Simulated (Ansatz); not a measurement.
# La in Ansatz: the effect of functional

La:

```
La
1.0
     3.67345    0.00000    0.00000
    -1.83672    3.18130    0.00000
     0.00000    0.00000    5.94609
La
2
Direct
  0.66667 0.33333 0.75000
  0.33333 0.66667 0.25000
```

This isn't the form of La at room conditions, which is double hcp.

The cell isn't the ideal one: volume scaled by 0.94.

Alike in all runs:

* Program: Ansatz 0.2.0
* Task: single point
* Potentials or basis: Ansatz PAW
* k mesh: 8 × 8 × 5
* Occupations: fermi-dirac, width 0.05 eV
* Spin: no spin polarisation

```tsv
functional	cutoff	pressure (GPa)
LDA	420 eV (not typed: the program's choice for these potentials)	?
r2SCAN	500 eV (not typed: the program's choice for these potentials)	2.4
PBE	420 eV (not typed: the program's choice for these potentials)	2.4
```

Problem. What does the run with functional LDA give?

Solution. Pressure -1.5 GPa.

Caveats: the PAW data sets come from PBE, with cores solved anew for the run's functional, which leaves a small shift of forces and pressure (some runs); the magnetic or orbital state may not be the lowest (some runs).
